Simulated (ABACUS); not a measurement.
Runs of ABACUS 3.10.1 on HfC. Symmetry: Fm-3m, No. 225, cubic system. Conventional cell: a = 4.650 Å, b = 4.650 Å, c = 4.650 Å, α = 90.00°, β = 90.00°, γ = 90.00°. Hf (site symmetry m-3m) has 6 C at 2.33 Å as nearest neighbours. C (site symmetry m-3m) is surrounded by 6 Hf at 2.33 Å. 

| task | potentials or basis | cutoff (eV) | SCF threshold on the density | eigensolver | gap on the mesh (eV) | pressure (GPa) | V0 of scaled cells (Å³/atom) | B0 (GPa) |
| --- | --- | --- | --- | --- | --- | --- | --- | --- |
| equation of state | PseudoDojo NC SR 0.4.1 PBE standard, DZP LCAO (the cutoffs set its grid) | 1361 | 1e-07 | genelpa | - | - | (a) | 235 |
| equation of state | PseudoDojo NC SR 0.4.1 PBE standard, plane waves | 1116 | 1e-08 | dav | - | - | (b) | 237 |
| single point | PseudoDojo NC SR 0.4.1 PBE standard, plane waves | 1116 | 1e-08 | dav | none | 0.4 | - | - |
| single point | PseudoDojo NC SR 0.4.1 PBE standard, DZP LCAO (the cutoffs set its grid) | 1361 | 1e-07 | genelpa | none | 1.0 | - | - |

Alike in all rows: level PBE; no spin polarisation; cell as given; k mesh 10 × 10 × 10; smearing fermi-dirac 0.05 eV.

Q: Estimate the missing entries.

A: (a) 12.62; (b) 12.59.

Caveats: the atomic orbitals were generated for these runs and aren't a published set (some runs); the basis of atomic orbitals isn't converged, which shifts pressures, moduli and gaps (some runs).

A k mesh can miss the band edges, and the runs leave out spin-orbit coupling on Hf.

A gap of «none» marks a metal or a gap under the smearing width.

Not every run made on this cell is shown here.
